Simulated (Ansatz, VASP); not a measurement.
Two plane-wave programs on ZrB

Contents of INCAR:

```
SYSTEM = ZrB
ALGO     = Fast           ! electronic algorithm
EDIFF    = 1E-7           ! SCF threshold, eV
ENCUT    = 520            ! plane-wave cutoff, eV
GGA      = PE             ! functional
ISIF     = 2              ! what is computed and relaxed
ISMEAR   = 0              ! smearing method
LASPH    = .True.         ! aspherical terms in the spheres
LCHARG   = .False.        ! write CHGCAR
LREAL    = .False.        ! projectors in reciprocal space
LWAVE    = .False.        ! write WAVECAR
NBANDS   = 14             ! bands
NELM     = 100            ! most SCF steps
PREC     = Accurate       ! precision mode
SIGMA    = 0.15           ! smearing width, eV
```

KPOINTS

```
k-points
0
Gamma
  18 18 18
  0 0 0
```

The input POSCAR:

```
ZrB
1.0
    0.0000000000      2.4267187500      2.4267187500
    2.3250000000      0.1017187500      2.3250000000
    2.3250000000      2.3250000000      0.1017187500
Zr B
1 1
Direct
    0.0000000000      0.0000000000      0.0000000000
    0.5000000000      0.5000000000      0.5000000000
```

Input for Ansatz:

```yaml
crystal:
  lattice:
    - [0.0, 2.42671875, 2.42671875]
    - [2.325, 0.10171875, 2.325]
    - [2.325, 2.325, 0.10171875]
  atoms:
    - { symbol: Zr, position: [0.0, 0.0, 0.0] }
    - { symbol: B, position: [0.5, 0.5, 0.5] }
basis:
  ecutwfc: 420
kpoints:
  mp_grid: { grid: [18, 18, 18] }
hamiltonian:
  xc: pbe
scf:
  occupations: { method: gaussian, width: 0.15 }
output:
  forces: true
  stress: true
  eigenvalues: true
```

Change from the starting cell: strain +0.0875 x Voigt [0, 0, 0, 1, 0, 0], atoms carried along.

Alike in both runs: task single point; functional PBE; k mesh 18 × 18 × 18; occupations gaussian, width 0.15 eV; no spin polarisation.

```csv
,VASP,Ansatz
version,VASP 6.6.1,Ansatz 0.2.0
potentials or method,"VASP PAW PBE potentials, release 64 (Zr_sv, B)","scalar-relativistic, plane waves, PAW"
plane-wave cutoff (eV),520,420
valence electrons in the cell,15,15
```

Ansatz gave:

| Quantity | Value |
| --- | --- |
| gap on the k mesh at the Fermi level (eV) | none |
| pressure (GPa) | 35.2 |
| largest component of the traceless stress (GPa) | 4.74 |

Task: Estimate VASP's values.

Result: gap on the k mesh at the Fermi level (eV): none; pressure (GPa): 35.4; largest component of the traceless stress (GPa): 4.73.

A gap of «none» marks a metal or a gap that the smearing closes.

Caveats: so large a pressure means that the cell lies far from this level's equilibrium, or that cutoff or potentials fall short (VASP).
